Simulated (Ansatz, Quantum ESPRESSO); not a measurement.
Given: the input of a run of Quantum ESPRESSO 7.5 on Zr (Zirconium). 

Contents of pw.in:

```
&CONTROL
  calculation = 'scf'
  prefix = 'pwscf'
  outdir = './tmp'
  pseudo_dir = './pseudo'
  tprnfor = .true.
  tstress = .true.
  disk_io = 'nowf'
/
&SYSTEM
  ibrav = 0
  nat = 2
  ntyp = 1
  ecutwfc = 66
  nbnd = 19
  occupations = 'smearing'
  smearing = 'fd'
  degauss = 0.00367493
/
&ELECTRONS
  conv_thr = 4d-10
  electron_maxstep = 120
  mixing_beta = 0.5
/
ATOMIC_SPECIES
Zr    91.2240 Zr_ONCV_PBE-1.2.upf
CELL_PARAMETERS angstrom
   3.2320000000    0.0000000000    0.0000000000
  -1.6160000000    2.7989941050    0.0000000000
   0.0000000000    0.0000000000    5.1470000000
ATOMIC_POSITIONS crystal
Zr     0.6666666667    0.3333333333    0.7500000000
Zr     0.3333333333    0.6666666667    0.2500000000
K_POINTS automatic
5 5 3 0 0 0
```

Potentials or basis: SG15 PBE 1.2.

Launch:

```sh
$ OMP_NUM_THREADS=1 mpirun -n 2 pw.x -nk 2 -in pw.in > pw.out
```

Task: What does the same run look like in Ansatz 0.2.0? Potentials or basis there: Ansatz PAW, cutoff 420 eV.

Result: As run (cutoffs and basis follow the program's own potentials, and thresholds, step limits or extra output files can differ):

File input.yaml:

```yaml
crystal:
  lattice:
    - [3.232, 0.0, 0.0]
    - [-1.616, 2.798994105, 0.0]
    - [0.0, 0.0, 5.147]
  atoms:
    - { symbol: Zr, position: [0.6666666667, 0.3333333333, 0.75] }
    - { symbol: Zr, position: [0.3333333333, 0.6666666667, 0.25] }
hamiltonian:
  xc: pbe
  pseudopotentials: { kind: paw }
kpoints:
  mp_grid: { grid: [5, 5, 3] }
scf:
  occupations: { method: fermi_dirac, width: 0.05 }
output:
  forces: true
  stress: true
  eigenvalues: true
```

Potentials or basis: Ansatz PAW.

Run with:

```console
$ ansatz run input.yaml --threads 2 --pin off --max-ram 5120MiB --backend cpu --events-out ev --progress --plain --runs-dir out
```

Both were run:

|  | Quantum ESPRESSO | Ansatz |
| --- | --- | --- |
| Pressure | 0.7 GPa | 0.7 GPa |

Ansatz's pressure holds a Pulay term of +0.02 GPa for its cutoff of 420 eV, which the other run lacks.

Where Ansatz's input types no cutoff or centring, it takes its own default and a Γ-centred mesh.

Pressure is positive in compression.

The k mesh is coarse, so the values aren't converged.
